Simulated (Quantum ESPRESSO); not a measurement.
Input of a Quantum ESPRESSO 7.5 run:

File pw.in:

```
&CONTROL
  calculation = 'scf'
  prefix = 'pwscf'
  outdir = './tmp'
  pseudo_dir = './pseudo'
  tprnfor = .true.
  tstress = .true.
  disk_io = 'low'
/
&SYSTEM
  ibrav = 0
  celldm(1) = 8
  nat = 2
  ntyp = 2
  ecutwfc = 80
  nbnd = 16
  occupations = 'smearing'
  smearing = 'fd'
  degauss = 0.00367493
/
&ELECTRONS
  conv_thr = 4d-10
  electron_maxstep = 120
  mixing_beta = 0.5
/
ATOMIC_SPECIES
Mo    95.9500 Mo.upf
P     30.9738 P.upf
CELL_PARAMETERS alat
  0.7613234124586   0.0000000000000   0.0000000000000
 -0.3806617062293   0.6593254156857   0.0000000000000
  0.0000000000000   0.0000000000000   0.7537645079601
ATOMIC_POSITIONS crystal
Mo     0.0000000000    0.0000000000    0.0000000000
P      0.3333333333    0.6666666667    0.5000000000
K_POINTS automatic
10 10 8 0 0 0
```

The input bands.in:

```
&CONTROL
  calculation = 'bands'
  prefix = 'pwscf'
  outdir = './tmp'
  pseudo_dir = './pseudo'
  disk_io = 'low'
  verbosity = 'high'
/
&SYSTEM
  ibrav = 0
  celldm(1) = 8
  nat = 2
  ntyp = 2
  ecutwfc = 80
  nbnd = 16
  occupations = 'smearing'
  smearing = 'fd'
  degauss = 0.00367493
/
&ELECTRONS
  conv_thr = 1d-08
  electron_maxstep = 120
  mixing_beta = 0.5
  diago_full_acc = .true.
  startingwfc = 'random'
/
ATOMIC_SPECIES
Mo    95.9500 Mo.upf
P     30.9738 P.upf
CELL_PARAMETERS alat
  0.7613234124586   0.0000000000000   0.0000000000000
 -0.3806617062293   0.6593254156857   0.0000000000000
  0.0000000000000   0.0000000000000   0.7537645079601
ATOMIC_POSITIONS crystal
Mo     0.0000000000    0.0000000000    0.0000000000
P      0.3333333333    0.6666666667    0.5000000000
K_POINTS crystal
60
 0.0000000000  0.0000000000  0.0000000000 1
 0.0833333333  0.0000000000  0.0000000000 1
 0.1666666667  0.0000000000  0.0000000000 1
 0.2500000000  0.0000000000  0.0000000000 1
 0.3333333333  0.0000000000  0.0000000000 1
 0.4166666667  0.0000000000  0.0000000000 1
 0.5000000000  0.0000000000  0.0000000000 1
 0.4444444444  0.1111111111  0.0000000000 1
 0.3888888889  0.2222222222  0.0000000000 1
 0.3333333333  0.3333333333  0.0000000000 1
 0.2916666667  0.2916666667  0.0000000000 1
 0.2500000000  0.2500000000  0.0000000000 1
 0.2083333333  0.2083333333  0.0000000000 1
 0.1666666667  0.1666666667  0.0000000000 1
 0.1250000000  0.1250000000  0.0000000000 1
 0.0833333333  0.0833333333  0.0000000000 1
 0.0416666667  0.0416666667  0.0000000000 1
 0.0000000000  0.0000000000  0.0000000000 1
 0.0000000000  0.0000000000  0.0833333333 1
 0.0000000000  0.0000000000  0.1666666667 1
 0.0000000000  0.0000000000  0.2500000000 1
 0.0000000000  0.0000000000  0.3333333333 1
 0.0000000000  0.0000000000  0.4166666667 1
 0.0000000000  0.0000000000  0.5000000000 1
 0.0714285714  0.0000000000  0.5000000000 1
 0.1428571429  0.0000000000  0.5000000000 1
 0.2142857143  0.0000000000  0.5000000000 1
 0.2857142857  0.0000000000  0.5000000000 1
 0.3571428571  0.0000000000  0.5000000000 1
 0.4285714286  0.0000000000  0.5000000000 1
 0.5000000000  0.0000000000  0.5000000000 1
 0.4583333333  0.0833333333  0.5000000000 1
 0.4166666667  0.1666666667  0.5000000000 1
 0.3750000000  0.2500000000  0.5000000000 1
 0.3333333333  0.3333333333  0.5000000000 1
 0.2962962963  0.2962962963  0.5000000000 1
 0.2592592593  0.2592592593  0.5000000000 1
 0.2222222222  0.2222222222  0.5000000000 1
 0.1851851852  0.1851851852  0.5000000000 1
 0.1481481481  0.1481481481  0.5000000000 1
 0.1111111111  0.1111111111  0.5000000000 1
 0.0740740741  0.0740740741  0.5000000000 1
 0.0370370370  0.0370370370  0.5000000000 1
 0.0000000000  0.0000000000  0.5000000000 1
 0.5000000000  0.0000000000  0.5000000000 1
 0.5000000000  0.0000000000  0.4285714286 1
 0.5000000000  0.0000000000  0.3571428571 1
 0.5000000000  0.0000000000  0.2857142857 1
 0.5000000000  0.0000000000  0.2142857143 1
 0.5000000000  0.0000000000  0.1428571429 1
 0.5000000000  0.0000000000  0.0714285714 1
 0.5000000000  0.0000000000  0.0000000000 1
 0.3333333333  0.3333333333  0.0000000000 1
 0.3333333333  0.3333333333  0.0714285714 1
 0.3333333333  0.3333333333  0.1428571429 1
 0.3333333333  0.3333333333  0.2142857143 1
 0.3333333333  0.3333333333  0.2857142857 1
 0.3333333333  0.3333333333  0.3571428571 1
 0.3333333333  0.3333333333  0.4285714286 1
 0.3333333333  0.3333333333  0.5000000000 1
```

Potentials or basis: PseudoDojo 0.4 SR PBE stringent.

The run is started by

```sh
$ OMP_NUM_THREADS=1 pw.x -in pw.in > pw.out
$ OMP_NUM_THREADS=1 pw.x -in bands.in > bands.out
```

Task: Predict the pressure.

Result: 2.8 GPa.

Task: What does it give for the band gap on the k mesh?

Result: None (metal or under the smearing width).

Stress tensor (GPa, compression positive):
```
2.96 0.00 0.00
0.00 2.96 0.00
0.00 0.00 2.35
```
